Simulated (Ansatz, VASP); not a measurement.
Two plane-wave programs on BiTe

```xyz
12
Lattice="4.4248 0.0000 0.0000 -2.2124 3.8320 0.0000 0.0000 0.0000 23.7498" Properties=species:S:1:pos:R:3 pbc="T T T"
Bi    0.0000    0.0000    2.9563
Bi    0.0000    0.0000   20.7935
Bi    0.0000    2.5547    6.9274
Bi    2.2124    1.2773   16.8224
Bi    2.2124    1.2773   11.0383
Bi    0.0000    2.5547   12.7115
Te    0.0000    2.5547    1.2565
Te    2.2124    1.2773   22.4933
Te    2.2124    1.2773    4.9535
Te    0.0000    2.5547   18.7963
Te    0.0000    0.0000    8.6510
Te    0.0000    0.0000   15.0988
```

Alike in both runs: functional PBEsol; k mesh 6 × 6 × 1; occupations gaussian, width 0.1 eV; no spin polarisation.

Ansatz relaxed the structure, and its values are those at the end. VASP's run is a single point on that final structure, the one shown.

|  | VASP | Ansatz |
| --- | --- | --- |
| version | VASP 6.6.1 | Ansatz 0.2.0 |
| potentials or method | VASP PAW PBE potentials, release 64 (Bi_d, Te) | scalar-relativistic, plane waves, PAW |
| plane-wave cutoff (eV) | 520 | 420 |
| valence electrons in the cell | 126 | 186 |

Ansatz gave:

| Quantity | Value |
| --- | --- |
| gap on the k mesh at the Fermi level (eV) | 0.33 |
| least direct gap on the mesh (eV) | 0.42 |
| pressure (GPa) | 0.0 |
| rms of the force components (eV/Å) | 0.010 |

**Question.** Which values does VASP return?

**Answer.** gap on the k mesh at the Fermi level (eV): 0.32; least direct gap on the mesh (eV): 0.42; pressure (GPa): -0.1; rms of the force components (eV/Å): 0.007.

The two sets of potentials don't hold the same shells in valence.

Caveats: the PAW data sets were made with another functional, which shifts forces and pressure a little (VASP); spin-orbit coupling is left out, which as a rule narrows the gap of such compounds by several tenths of an eV; an odd mesh through Γ misses points on the zone boundary, where band edges often lie.
